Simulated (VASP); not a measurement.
# Ti (Fm-3m) in VASP: further runs

One crystal, Ti, is run at these levels: PBEsol, r2SCAN; tasks: single point.

All numbers are computed with VASP 6.6.1; they aren't measurements. Logs are shortened: lines on timing, memory, paths and dates and some standing lists are left out, and cuts for length are marked.

## Step 1: Starting point

Symmetry: Fm-3m, No. 225, cubic system. The conventional cell has a = 4.052 Å, b = 4.052 Å, c = 4.052 Å, α = 90.00°, β = 90.00°, γ = 90.00°. Ti (site symmetry m-3m) has 12 Ti at 2.87 Å as nearest neighbours.

This isn't the form of Ti at room conditions, which is hcp.

## Step 2: Single point, PBEsol

INCAR reads:

```
SYSTEM = Ti
ALGO = Fast
EDIFF = 1E-6
ENCUT = 700
GGA = PS
ISIF = 2
ISMEAR = 0
LASPH = .TRUE.
LCHARG = .FALSE.
LREAL = .FALSE.
LWAVE = .FALSE.
NBANDS = 12
NELM = 80
PREC = Accurate
SIGMA = 0.1
```

KPOINTS reads:

```
k-points
0
G
  18 18 18
  0 0 0
```

POSCAR reads:

```
Ti
1.0
    0.0000000000      2.0262200000      2.0262200000
    2.0262200000      0.0000000000      2.0262200000
    2.0262200000      2.0262200000      0.0000000000
Ti
1
Direct
    0.0000000000      0.0000000000      0.0000000000
```

Potentials or basis: VASP PAW PBE potentials, release 64 (Ti_sv).

The run is started by

```sh
cat potpaw_PBE.64/Ti_sv/POTCAR > POTCAR
mpirun -np 1 vasp_std > vasp.out
```

OUTCAR:

```text
SYSTEM = Ti
   EDIFF = 1E-6
   ENCUT = 700
   GGA = PS
   ISIF = 2
   ISMEAR = 0
   LASPH = .TRUE.
   LREAL = .FALSE.
   NELM = 80
   PREC = Accurate

 ion  position               nearest neighbor table
   1  0.000  0.000  0.000-

  LATTYP: Found a face centered cubic cell.
 ALAT       =     4.0524400000

  Lattice vectors:

 A1 = (   0.0000000000,   2.0262200000,   2.0262200000)
 A2 = (   2.0262200000,   0.0000000000,   2.0262200000)
 A3 = (   2.0262200000,   2.0262200000,   0.0000000000)

Analysis of symmetry for initial positions (statically):
=====================================================================
 Subroutine PRICEL returns:
 Original cell was already a primitive cell.

 Routine SETGRP: Setting up the symmetry group for a
 face centered cubic supercell.

 Subroutine GETGRP returns: Found 48 space group operations
 (whereof 48 operations were pure point group operations)
 out of a pool of 48 trial point group operations.

The static configuration has the point symmetry O_h .

Analysis of symmetry for dynamics (positions and initial velocities):
=====================================================================
 Subroutine PRICEL returns:
 Original cell was already a primitive cell.

 Routine SETGRP: Setting up the symmetry group for a
 face centered cubic supercell.

 Subroutine GETGRP returns: Found 48 space group operations
 (whereof 48 operations were pure point group operations)
 out of a pool of 48 trial point group operations.

The dynamic configuration has the point symmetry O_h .

 Subroutine INISYM returns: Found 48 space group operations
 (whereof 48 operations are pure point group operations),
 and found     1 'primitive' translations

----------------------------------------------------------------------------------------

                                     Primitive cell

  volume of cell :      16.6376

  direct lattice vectors                    reciprocal lattice vectors
     0.000000000  2.026220000  2.026220000    -0.246764912  0.246764912  0.246764912
     2.026220000  0.000000000  2.026220000     0.246764912 -0.246764912  0.246764912
     2.026220000  2.026220000  0.000000000     0.246764912  0.246764912 -0.246764912

  length of vectors
     2.865507804  2.865507804  2.865507804     0.427409365  0.427409365  0.427409365

  position of ions in fractional coordinates (direct lattice)
     0.000000000  0.000000000  0.000000000

  ion indices of the primitive-cell ions
   primitive index   ion index
                 1           1

----------------------------------------------------------------------------------------

 KPOINTS: k-points

Automatic generation of k-mesh.
 Grid dimensions read from file:
 generate k-points for:   18   18   18

 Generating k-lattice:

  Cartesian coordinates                     Fractional coordinates (reciprocal lattice)
    -0.013709162  0.013709162  0.013709162     0.055555556  0.000000000  0.000000000
     0.013709162 -0.013709162  0.013709162     0.000000000  0.055555556  0.000000000
     0.013709162  0.013709162 -0.013709162     0.000000000  0.000000000  0.055555556

  Length of vectors
     0.023744965  0.023744965  0.023744965

  Shift w.r.t. Gamma in fractional coordinates (k-lattice)
     0.000000000  0.000000000  0.000000000

 Subroutine IBZKPT returns following result:
 ===========================================

 Found    195 irreducible k-points:

 Following reciprocal coordinates:
            Coordinates               Weight
  0.000000  0.000000  0.000000      1.000000
  0.055556  0.000000  0.000000      8.000000
  0.111111  0.000000  0.000000      8.000000
  0.166667  0.000000  0.000000      8.000000
  0.222222  0.000000  0.000000      8.000000
  0.277778  0.000000  0.000000      8.000000
[... 16 lines left out ...]
 -0.277778  0.055556  0.000000     24.000000
 -0.222222  0.055556  0.000000     24.000000
 [... further k-points ...]
   k-points           NKPTS =    195   k-points in BZ     NKDIM =    195   number of bands    NBANDS=     12
   number of dos      NEDOS =    301   number of ions     NIONS =      1
   total plane-waves  NPLWV =  21952
   dimension x,y,z NGX =    28 NGY =   28 NGZ =   28
   dimension x,y,z NGXF=    56 NGYF=   56 NGZF=   56
   ions per type =               1
   NGX,Y,Z   is equivalent  to a cutoff of  16.24, 16.24, 16.24 a.u.
   NGXF,Y,Z  is equivalent  to a cutoff of  32.49, 32.49, 32.49 a.u.
 SYSTEM =  Ti
   PREC   = accura    normal or accurate (medium, high low for compatibility)
   ISTART =      0    job   : 0-new  1-cont  2-samecut
   ICHARG =      2    charge: 1-file 2-atom 10-const
   ISPIN  =      1    spin polarized calculation?
   LNONCOLLINEAR =      F non collinear calculations
   LSORBIT =      F    spin-orbit coupling
   LASPH  =      T    aspherical Exc in radial PAW
   ENCUT  =  700.0 eV  51.45 Ry    7.17 a.u.   6.18  6.18  6.18*2*pi/ulx,y,z
   NELM   =     80;   NELMIN=  2; NELMDL= -5     # of ELM steps
   EDIFF  = 0.1E-05   stopping-criterion for ELM
   LREAL  =      F    real-space projection
   EDIFFG = 0.1E-04   stopping-criterion for IOM
   NSW    =      0    number of steps for IOM
   IBRION =     -1    ionic relax: 0-MD 1-quasi-New 2-CG
   NFREE  =      0    steps in history (QN), initial steepest desc. (CG)
   ISIF   =      2    stress and relaxation
   ISYM   =      2    0-nonsym 1-usesym 2-fastsym
   POTIM  = 0.5000    time-step for ionic-motion
   TEBEG  =    0.0;   TEEND  =   0.0 temperature during run
   PSTRESS=    0.0 pullay stress
   NELECT =      12.0000    total number of electrons
   NUPDOWN=      -1.0000    fix difference up-down
   EMIN   =  10.00;   EMAX   =-10.00  energy-range for DOS
   EFERMI =   0.00;   METHOD = LEGACY
   ISMEAR =     0;   SIGMA  =   0.10  broadening in eV -4-tet -1-fermi 0-gaus
   EFERMI_NEDOS =   21; number of points for ismear=-14 and -15
   IALGO  =     68    algorithm
   IMIX   =      4    mixing-type and parameters
     AMIX     =   0.40;   BMIX     =  1.00
     AMIX_MAG =   1.60;   BMIX_MAG =  1.00
  volume/ion in A,a.u.               =      16.64       112.28
  Fermi-wavevector in a.u.,A,eV,Ry     =   1.468155  2.774411 29.327084  2.155480
  Thomas-Fermi vector in A             =   2.583687
   LORBIT       =      0    0 simple, 1 ext, 2 COOP (PROOUT), +10 PAW based schemes
   GGA     = PS    functional components
   LHFCALC =     F    Hartree Fock is set to
   AEXX    =    0.0000 exact exchange contribution
   IVDW    =     0    specifies the selected vdW correction
   LEPSILON=     F    determine dielectric tensor
   LRPA    =     F    only Hartree local field effects (RPA)
 non-spin polarized calculation
 RMM-DIIS sequential band-by-band and
 Gauss-broadening in eV      SIGMA  =   0.10
  energy-cutoff  :      700.00
  volume of cell :       16.64
 maximum number of plane-waves:       725
 NGX is ok and might be reduce to    28
   NGX = 13   NGY = 13   NGZ = 13

 number of electron      11.9999999 magnetization

 Free energy of the ion-electron system (eV)
  ---------------------------------------------------
  ext. energy  EPLUGINS =         0.00000000
  ---------------------------------------------------
  free energy    TOTEN  =        -8.28781545 eV

  energy without entropy =       -8.27933452  energy(sigma->0) =       -8.28357499

 E-fermi :   8.5578     XC(G=0): -11.8426

 val. band max:        8.5561689586   @ k =  -0.3333   0.3333   0.1111
 cond. band min:       8.5596787433   @ k =   0.2778   0.1111   0.0556
 fundamental gap:      0.0035097848
 Fermi energy:         8.5578260109

 k-point     1 :       0.0000    0.0000    0.0000
  band No.  band energies     occupation
      1     -47.8503      2.00000
      2     -23.7505      2.00000
      3     -23.7505      2.00000
      4     -23.7505      2.00000
      5       2.3578      2.00000
      6       9.4581      0.00000
      7       9.4581      0.00000
      8       9.4581      0.00000
      9      11.1806      0.00000
     10      11.1806      0.00000
     11      24.0623      0.00000
     12      28.7065      0.00000

 k-point     2 :       0.0556    0.0000    0.0000
  band No.  band energies     occupation
      1     -47.8458      2.00000
      2     -23.7750      2.00000
      3     -23.7535      2.00000
      4     -23.7535      2.00000
      5       2.4624      2.00000
      6       9.3919      0.00000
      7       9.4969      0.00000
      8       9.4969      0.00000
      9      11.1548      0.00000
     10      11.1548      0.00000
     11      24.1593      0.00000
     12      27.8768      0.00000

 k-point     3 :       0.1111    0.0000    0.0000
  band No.  band energies     occupation
      1     -47.8331      2.00000
      2     -23.8451      2.00000
      3     -23.7622      2.00000
      4     -23.7622      2.00000
      5       2.7684      2.00000
      6       9.2117      0.00000
      7       9.5977      0.00000
      8       9.5977      0.00000
      9      11.0969      0.00000
     10      11.0969      0.00000
     11      24.3525      0.00000
     12      26.3818      0.00000
[... 286 lines left out ...]
 k-point    23 :      -0.2778    0.0556    0.0000
  band No.  band energies     occupation
      1     -47.7526      2.00000
      2     -24.2578      2.00000
      3     -23.8407      2.00000
      4     -23.8069      2.00000
      5       4.8404      2.00000
      6       8.4928      1.64257
      7       9.5854      0.00000
      8       9.6995      0.00000
      9      11.2647      0.00000
     10      11.7874      0.00000
     11      20.7471      0.00000
     12      24.4688      0.00000

 k-point    24 :      -0.2222    0.0556    0.0000
  band No.  band energies     occupation
      1     -47.7779      2.00000
      2     -24.1279      2.00000
      3     -23.8229      2.00000
      4     -23.7893      2.00000
      5       4.1725      2.00000
      6       8.6074      0.48340
      7       9.6979      0.00000
      8       9.8031      0.00000
      9      10.9733      0.00000
     10      11.4881      0.00000
     11      22.2600      0.00000
     12      24.8494      0.00000

 [... further k-points ...]
[... 5 lines left out ...]
  --------------------------------------------------------------------------------------
  -------------------------------------------------------------------------------------
  Total        0.0024018      0.0024018      0.0024018      0.0000000     -0.0000000      0.0000000
  in kB        0.2312881      0.2312881      0.2312881      0.0000000     -0.0000000      0.0000000
  external PRESSURE =       0.2312881 kB  Pullay stress =       0.0000000 kB

 VOLUME and BASIS-vectors are now :
 -----------------------------------------------------------------------------
  energy-cutoff  :      700.00
  volume of cell :       16.64
      direct lattice vectors                 reciprocal lattice vectors
     0.000000000  2.026220000  2.026220000    -0.246764912  0.246764912  0.246764912
     2.026220000  0.000000000  2.026220000     0.246764912 -0.246764912  0.246764912
     2.026220000  2.026220000  0.000000000     0.246764912  0.246764912 -0.246764912

 POSITION                                       TOTAL-FORCE (eV/Angst)
 -----------------------------------------------------------------------------------
      0.00000      0.00000      0.00000         0.000000      0.000000     -0.000000
 -----------------------------------------------------------------------------------
    total drift:                               -0.000000     -0.000000     -0.000000

  FREE ENERGIE OF THE ION-ELECTRON SYSTEM (eV)
  ---------------------------------------------------
  free  energy   TOTEN  =        -8.2878154485 eV

  energy  without entropy=       -8.2793345240  energy(sigma->0) =       -8.28357499
```

Run time: 99 s. Hardware: 1 thread of Intel Xeon Platinum 8488C (Sapphire Rapids), shared host; peak memory 0.2 GiB.

What came out:

```yaml
Free_energy: -8.2878 eV
Pressure: 0.0 GPa
Band_gap_on_the_k_mesh: none (metal or under the smearing width)
```

Caveat: the PAW data sets were made with another functional, which shifts forces and pressure a little.

## Step 3: Single point, PBEsol

Edit INCAR of step 2 so:

```diff
@@ -3,3 +3,3 @@
 EDIFF = 1E-6
-ENCUT = 700
+ENCUT = 520
 GGA = PS
```

KPOINTS reads:

```
k-points
0
G
  26 26 26
  0 0 0
```

POSCAR is that of step 2.

Potentials or basis: VASP PAW PBE potentials, release 64 (Ti_sv).

The run is started by

```sh
cat potpaw_PBE.64/Ti_sv/POTCAR > POTCAR
mpirun -np 1 vasp_std > vasp.out
```

OUTCAR:

```text
SYSTEM = Ti
   EDIFF = 1E-6
   ENCUT = 520
   GGA = PS
   ISIF = 2
   ISMEAR = 0
   LASPH = .TRUE.
   LREAL = .FALSE.
   NELM = 80
   PREC = Accurate

 ion  position               nearest neighbor table
   1  0.000  0.000  0.000-

  LATTYP: Found a face centered cubic cell.
 ALAT       =     4.0524400000

  Lattice vectors:

 A1 = (   0.0000000000,   2.0262200000,   2.0262200000)
 A2 = (   2.0262200000,   0.0000000000,   2.0262200000)
 A3 = (   2.0262200000,   2.0262200000,   0.0000000000)
[... 532 lines left out ...]
      3     -23.8427      2.00000
      4     -23.8360      2.00000
      5       5.5182      2.00000
      6       8.6692      0.11188
      7       9.4310      0.00000
      8       9.5116      0.00000
      9      11.8837      0.00000
     10      12.0493      0.00000
     11      18.8424      0.00000
     12      23.8793      0.00000

 [... further k-points ...]
[... 5 lines left out ...]
  --------------------------------------------------------------------------------------
  -------------------------------------------------------------------------------------
  Total        0.0059343      0.0059343      0.0059343      0.0000000      0.0000000      0.0000000
  in kB        0.5714682      0.5714682      0.5714682      0.0000000      0.0000000      0.0000000
  external PRESSURE =       0.5714682 kB  Pullay stress =       0.0000000 kB

 VOLUME and BASIS-vectors are now :
 -----------------------------------------------------------------------------
  energy-cutoff  :      520.00
  volume of cell :       16.64
      direct lattice vectors                 reciprocal lattice vectors
     0.000000000  2.026220000  2.026220000    -0.246764912  0.246764912  0.246764912
     2.026220000  0.000000000  2.026220000     0.246764912 -0.246764912  0.246764912
     2.026220000  2.026220000  0.000000000     0.246764912  0.246764912 -0.246764912

 POSITION                                       TOTAL-FORCE (eV/Angst)
 -----------------------------------------------------------------------------------
      0.00000      0.00000      0.00000         0.000000     -0.000000      0.000000
 -----------------------------------------------------------------------------------
    total drift:                                0.000000     -0.000000     -0.000000

  FREE ENERGIE OF THE ION-ELECTRON SYSTEM (eV)
  ---------------------------------------------------
  free  energy   TOTEN  =        -8.2875639424 eV

  energy  without entropy=       -8.2792051791  energy(sigma->0) =       -8.28338456
```

OSZICAR:

```text
N       E                     dE             d eps       ncg     rms          rms(c)
DAV:   1     0.863255943148E+02    0.86326E+02   -0.65711E+03 12340   0.122E+03
DAV:   2    -0.508728518190E+01   -0.91413E+02   -0.88932E+02 12444   0.297E+02
DAV:   3    -0.927675345000E+01   -0.41895E+01   -0.41438E+01 16964   0.647E+01
[... 12 lines left out ...]
RMM:  16    -0.828755656821E+01   -0.93226E-05   -0.84308E-05 16249   0.465E-02    0.177E-02
RMM:  17    -0.828755995411E+01   -0.33859E-05   -0.33545E-05 15704   0.421E-02    0.405E-03
RMM:  18    -0.828756227904E+01   -0.23249E-05   -0.23229E-05 14367   0.314E-02    0.532E-03
RMM:  19    -0.828756334547E+01   -0.10664E-05   -0.11479E-05 12300   0.172E-02    0.313E-03
RMM:  20    -0.828756394241E+01   -0.59694E-06   -0.59246E-06 11075   0.123E-02
   1 F= -.82875639E+01 E0= -.82833846E+01  d E =-.835876E-02
```

Wall time 2.1 min (1 thread of Intel Xeon Platinum 8488C (Sapphire Rapids), shared host); peak memory 0.22 GiB.

Results:

```yaml
Free_energy: -8.2876 eV
Pressure: 0.1 GPa
Band_gap_on_the_k_mesh: none (metal or under the smearing width)
```

Levels at points of the mesh, in eV from the Fermi level:
```tsv
k point	band 4	band 5	band 6	band 7	band 8	band 9
(0.00, 0.00, 0.00)	-32.31	-6.20	0.90	0.90	0.90	2.62
(0.50, 0.00, 0.00)	-32.41	-2.70	0.75	0.77	0.77	3.78
(0.50, 0.50, 0.00)	-32.58	-2.74	-1.83	3.04	3.76	4.08
```

Caveat: the PAW data sets were made with another functional, which shifts forces and pressure a little.

## Step 4: Single point, PBEsol

Edit INCAR of step 3 so:

```diff
@@ -14,2 +14,2 @@
 PREC = Accurate
-SIGMA = 0.1
+SIGMA = 0.5
```

KPOINTS reads:

```
k-points
0
G
  18 18 18
  0 0 0
```

POSCAR is that of step 3.

The run is started by

```sh
cat potpaw_PBE.64/Ti_sv/POTCAR > POTCAR
mpirun -np 1 vasp_std > vasp.out
```

Wall time 51 s (1 thread of Intel Xeon Platinum 8488C (Sapphire Rapids), shared host); peak memory 0.16 GiB.

The run converged. Its results:

```yaml
Free_energy: -8.3855 eV
Pressure: 0.6 GPa
Band_gap_on_the_k_mesh: none (metal or under the smearing width)
```

Levels at points of the mesh, in eV from the Fermi level:
```tsv
k point	band 4	band 5	band 6	band 7	band 8	band 9
(0.00, 0.00, 0.00)	-32.29	-6.20	0.91	0.91	0.91	2.64
(0.50, 0.00, 0.00)	-32.39	-2.69	0.75	0.78	0.78	3.80
(0.50, 0.50, 0.00)	-32.56	-2.73	-1.82	3.04	3.78	4.10
```

Caveat: the PAW data sets were made with another functional, which shifts forces and pressure a little.

(Continued in part 2 of 2.)
